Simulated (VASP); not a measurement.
# NaF (P6_3/mmc) in VASP: single point with PBE

Aim: the single point of NaF with PBE.

All numbers are computed with VASP 6.6.1; they aren't measurements. Logs are shortened: lines on timing, memory, paths and dates and some standing lists are left out, and cuts for length are marked.

**1. The crystal as given**

Symmetry: P6_3/mmc, No. 194, hexagonal system. Conventional cell: a = 3.178 Å, b = 3.178 Å, c = 5.568 Å, α = 90.00°, β = 90.00°, γ = 120.00°. Na (site symmetry -3m) is surrounded by 6 F at 2.30 Å. F (site symmetry -6m2) is surrounded by 6 Na at 2.30 Å.

The cell was built by a generator and needn't be a form met in nature.

**2. Single point, PBE**

Input file INCAR:

```
SYSTEM = NaF
PREC     = Accurate       ! precision mode
ENCUT    = 520            ! plane-wave cutoff, eV
EDIFF    = 1E-6           ! SCF threshold, eV
ISMEAR   = 0              ! smearing method
SIGMA    = 0.01           ! smearing width, eV
LREAL    = .FALSE.        ! projectors in reciprocal space
LASPH    = .TRUE.         ! aspherical terms in the spheres
NELM     = 100            ! most SCF steps
ALGO     = Normal         ! electronic algorithm
ISIF     = 2              ! what is computed and relaxed
LWAVE    = .FALSE.        ! write WAVECAR
LCHARG   = .FALSE.        ! write CHGCAR
GGA      = PE             ! functional
NBANDS   = 22             ! bands
```

Input file KPOINTS:

```
Automatic mesh
0
G
  9 9 4
  0 0 0
```

Input file POSCAR:

```
NaF
1.0
    3.1775543222      0.0000000000      0.0000000000
   -1.5887771611      2.7518427650      0.0000000000
    0.0000000000      0.0000000000      5.5676310468
Na F
2 2
Direct
    0.0000000000      0.0000000000      0.0000000000
    0.0000000000      0.0000000000      0.5000000000
    0.3333333333      0.6666666667      0.2500000000
    0.6666666667      0.3333333333      0.7500000000
```

Potentials or basis: VASP PAW PBE potentials, release 64 (Na_pv, F).

Launch:

```bash
$ cat potpaw_PBE.64/Na_pv/POTCAR potpaw_PBE.64/F/POTCAR > POTCAR
$ mpirun -np 1 vasp_std > vasp.out
```

OUTCAR:

```text
SYSTEM = NaF
   PREC = Accurate
   ENCUT = 520
   EDIFF = 1E-6
   ISMEAR = 0
   LREAL = .FALSE.
   LASPH = .TRUE.
   NELM = 100
   ISIF = 2
   GGA = PE

 ion  position               nearest neighbor table
   1  0.000  0.000  0.000-   3 2.30   4 2.30   4 2.30   3 2.30   4 2.30   3 2.30   2 2.78   2 2.78

   2  0.000  0.000  0.500-   3 2.30   4 2.30   4 2.30   3 2.30   4 2.30   3 2.30   1 2.78   1 2.78

   3  0.333  0.667  0.250-   1 2.30   2 2.30   1 2.30   2 2.30   1 2.30   2 2.30
   4  0.667  0.333  0.750-   1 2.30   2 2.30   1 2.30   2 2.30   1 2.30   2 2.30

  LATTYP: Found a hexagonal cell.
 ALAT       =     3.1775543222
 C/A-ratio  =     1.7521749378

  Lattice vectors:

 A1 = (   3.1775543222,   0.0000000000,   0.0000000000)
 A2 = (  -1.5887771611,   2.7518427650,   0.0000000000)
 A3 = (   0.0000000000,   0.0000000000,   5.5676310468)

Analysis of symmetry for initial positions (statically):
=====================================================================
 Subroutine PRICEL returns:
 Original cell was already a primitive cell.

 Routine SETGRP: Setting up the symmetry group for a
 hexagonal supercell.

 Subroutine GETGRP returns: Found 24 space group operations
 (whereof 12 operations were pure point group operations)
 out of a pool of 24 trial point group operations.

The static configuration has the point symmetry D_3d.
 The point group associated with its full space group is D_6h.

Analysis of symmetry for dynamics (positions and initial velocities):
=====================================================================
 Subroutine PRICEL returns:
 Original cell was already a primitive cell.

 Routine SETGRP: Setting up the symmetry group for a
 hexagonal supercell.

 Subroutine GETGRP returns: Found 24 space group operations
 (whereof 12 operations were pure point group operations)
 out of a pool of 24 trial point group operations.

The dynamic configuration has the point symmetry D_3d.
 The point group associated with its full space group is D_6h.

 Subroutine INISYM returns: Found 24 space group operations
 (whereof 12 operations are pure point group operations),
 and found     1 'primitive' translations

----------------------------------------------------------------------------------------

                                     Primitive cell

  volume of cell :      48.6841

[... 86 lines left out ...]
   ISPIN  =      1    spin polarized calculation?
   LNONCOLLINEAR =      F non collinear calculations
   LSORBIT =      F    spin-orbit coupling
   LASPH  =      T    aspherical Exc in radial PAW
   ENCUT  =  520.0 eV  38.22 Ry    6.18 a.u.   5.91  5.91 10.35*2*pi/ulx,y,z
   NELM   =    100;   NELMIN=  2; NELMDL= -5     # of ELM steps
   EDIFF  = 0.1E-05   stopping-criterion for ELM
   LREAL  =      F    real-space projection
   EDIFFG = 0.1E-04   stopping-criterion for IOM
   NSW    =      0    number of steps for IOM
   IBRION =     -1    ionic relax: 0-MD 1-quasi-New 2-CG
   NFREE  =      0    steps in history (QN), initial steepest desc. (CG)
   ISIF   =      2    stress and relaxation
   ISYM   =      2    0-nonsym 1-usesym 2-fastsym
   POTIM  = 0.5000    time-step for ionic-motion
   TEBEG  =    0.0;   TEEND  =   0.0 temperature during run
   PSTRESS=    0.0 pullay stress
   NELECT =      28.0000    total number of electrons
   NUPDOWN=      -1.0000    fix difference up-down
   EMIN   =  10.00;   EMAX   =-10.00  energy-range for DOS
   EFERMI =   0.00;   METHOD = LEGACY
   ISMEAR =     0;   SIGMA  =   0.01  broadening in eV -4-tet -1-fermi 0-gaus
   EFERMI_NEDOS =   21; number of points for ismear=-14 and -15
   IALGO  =     38    algorithm
   IMIX   =      4    mixing-type and parameters
     AMIX     =   0.40;   BMIX     =  1.00
     AMIX_MAG =   1.60;   BMIX_MAG =  1.00
  volume/ion in A,a.u.               =      12.17        82.13
  Fermi-wavevector in a.u.,A,eV,Ry     =   1.361440  2.572748 25.218654  1.853519
  Thomas-Fermi vector in A             =   2.488016
   LORBIT       =      0    0 simple, 1 ext, 2 COOP (PROOUT), +10 PAW based schemes
   GGA     = PE    functional components
   LHFCALC =     F    Hartree Fock is set to
   AEXX    =    0.0000 exact exchange contribution
   IVDW    =     0    specifies the selected vdW correction
   LEPSILON=     F    determine dielectric tensor
   LRPA    =     F    only Hartree local field effects (RPA)
 non-spin polarized calculation
 Gauss-broadening in eV      SIGMA  =   0.01
  energy-cutoff  :      520.00
  volume of cell :       48.68
 maximum number of plane-waves:      1326
 NGX is ok and might be reduce to    24
   NGX = 11   NGY = 11   NGZ = 21

 number of electron      28.0000008 magnetization

 Free energy of the ion-electron system (eV)
  ---------------------------------------------------
  ext. energy  EPLUGINS =         0.00000000
  ---------------------------------------------------
  free energy    TOTEN  =       -16.92305891 eV

  energy without entropy =      -16.92305891  energy(sigma->0) =      -16.92305891

 E-fermi :  -1.7917     XC(G=0):  -9.2558

 val. band max:       -1.8907897872   @ k =   0.0000   0.0000   0.0000
 cond. band min:       4.4488333609   @ k =   0.0000   0.0000   0.0000
 fundamental gap:      6.3396231480
 Fermi energy:        -1.7917118084

 k-point     1 :       0.0000    0.0000    0.0000
  band No.  band energies     occupation
      1     -21.9757      2.00000
      2     -21.1748      2.00000
      3     -21.0261      2.00000
      4     -21.0261      2.00000
      5     -20.9914      2.00000
      6     -20.9914      2.00000
[... 589 lines left out ...]
     21      16.2819      0.00000
     22      18.0833      0.00000

 [... further k-points ...]
[... 5 lines left out ...]
  --------------------------------------------------------------------------------------
  -------------------------------------------------------------------------------------
  Total        1.0385688      1.0385688      1.1284414      0.0000000     -0.0000000      0.0000000
  in kB       34.1789587     34.1789587     37.1366362      0.0000000     -0.0000000      0.0000000
  external PRESSURE =      35.1648512 kB  Pullay stress =       0.0000000 kB

 VOLUME and BASIS-vectors are now :
 -----------------------------------------------------------------------------
  energy-cutoff  :      520.00
  volume of cell :       48.68
      direct lattice vectors                 reciprocal lattice vectors
     3.177554322  0.000000000  0.000000000     0.314707444  0.181696428  0.000000000
    -1.588777161  2.751842765  0.000000000     0.000000000  0.363392855  0.000000000
     0.000000000  0.000000000  5.567631047     0.000000000  0.000000000  0.179609603

 POSITION                                       TOTAL-FORCE (eV/Angst)
 -----------------------------------------------------------------------------------
      0.00000      0.00000      0.00000         0.000000     -0.000000      0.000000
      0.00000      0.00000      2.78382         0.000000     -0.000000      0.000000
     -0.00000      1.83456      1.39191         0.000000     -0.000000      0.000000
      1.58878      0.91728      4.17572        -0.000000      0.000000     -0.000000
 -----------------------------------------------------------------------------------
    total drift:                               -0.000000      0.000000      0.000000

  FREE ENERGIE OF THE ION-ELECTRON SYSTEM (eV)
  ---------------------------------------------------
  free  energy   TOTEN  =       -16.9230589128 eV

  energy  without entropy=      -16.9230589128  energy(sigma->0) =      -16.92305891
```

It took 41 s on 1 thread of Intel Xeon Platinum 8175M at 2.50GHz (Skylake/Cascade Lake), shared host; peak memory 0.16 GiB.

What came out:

| Item | Value |
| --- | --- |
| Free energy | -16.9231 eV |
| Pressure | 3.5 GPa |
| Band gap on the k mesh | 6.34 eV, direct |

Stress tensor (GPa, compression positive):
```
3.42 0.00 0.00
0.00 3.42 0.00
0.00 0.00 3.71
```

Levels at points of the mesh, in eV from the valence-band top:
```csv
k point,band 12,band 13,band 14,band 15,band 16,band 17
"(0.00, 0.00, 0.00)",-0.21,0.00,0.00,6.34,10.84,12.09
"(0.00, 0.00, 0.50)",-0.10,-0.10,-0.10,8.12,8.12,14.86
```

Caveat: an odd mesh through Γ misses points on the zone boundary, where band edges often lie.
